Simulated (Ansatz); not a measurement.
# W: elastic constants with LDA

The system is W.

```
W
1.0
     0.00000    2.03000    2.03000
     2.03000    0.00000    2.03000
     2.03000    2.03000    0.00000
W
1
Cartesian
  0.0000 0.0000 0.0000
```

This isn't the form of W at room conditions, which is bcc.

```json
{"Program": "Ansatz 0.2.0", "Task": "elastic constants", "Functional": "LDA", "Potentials or basis": "Ansatz PAW", "Cutoff": "420 eV (not typed: the program's choice for these potentials)", "k mesh": "8 × 8 × 8", "Occupations": "fermi-dirac, width 0.05 eV", "Spin": "no spin polarisation", "Atoms under strain": "clamped"}
```

```json
{
  "Pressure": "-17.4 GPa",
  "Band gap on the k mesh": "none (metal or under the smearing width)",
  "Elastic constants C11, C12, C44": "-57, 388, -144 GPa",
  "Voigt bulk modulus": "240 GPa"
}
```

Levels at points of the mesh, in eV from the Fermi level:
| k point | band 4 | band 5 | band 6 | band 7 | band 8 | band 9 | band 10 | band 11 |
| --- | --- | --- | --- | --- | --- | --- | --- | --- |
| (0.00, 0.00, 0.00) | -37.23 | -8.76 | -0.50 | -0.50 | -0.50 | 2.51 | 2.51 | 12.96 |
| (0.00, 0.00, -0.50) | -37.38 | -5.41 | -0.72 | -0.72 | 0.79 | 4.93 | 4.93 | 10.00 |
| (0.00, -0.50, -0.50) | -37.62 | -5.27 | -4.32 | 3.14 | 4.88 | 5.65 | 5.65 | 11.69 |

Elastic tensor in Voigt notation (GPa, in the Cartesian axes of the cell as first typed):
```
 -57  388  388    0    0    0
 388  -57  388    0    0    0
 388  388  -57    0    0    0
   0    0    0 -144    0    0
   0    0    0    0 -144    0
   0    0    0    0    0 -144
```

It took 1.9 s on 2 threads of Arm Neoverse V2 (shared host), peak memory 0.28 GiB.

Caveat: the cell is more than 3 GPa from zero pressure, which shifts response properties; the elastic tensor has a negative eigenvalue, so either the cell is unstable as it stands or the mesh is too thin; so large a pressure means that the cell lies far from this level's equilibrium, or that cutoff or potentials fall short; the PAW data sets come from PBE, with cores solved anew for the run's functional, which leaves a small shift of forces and pressure. Spin-orbit coupling is left out, which matters for the levels of W.
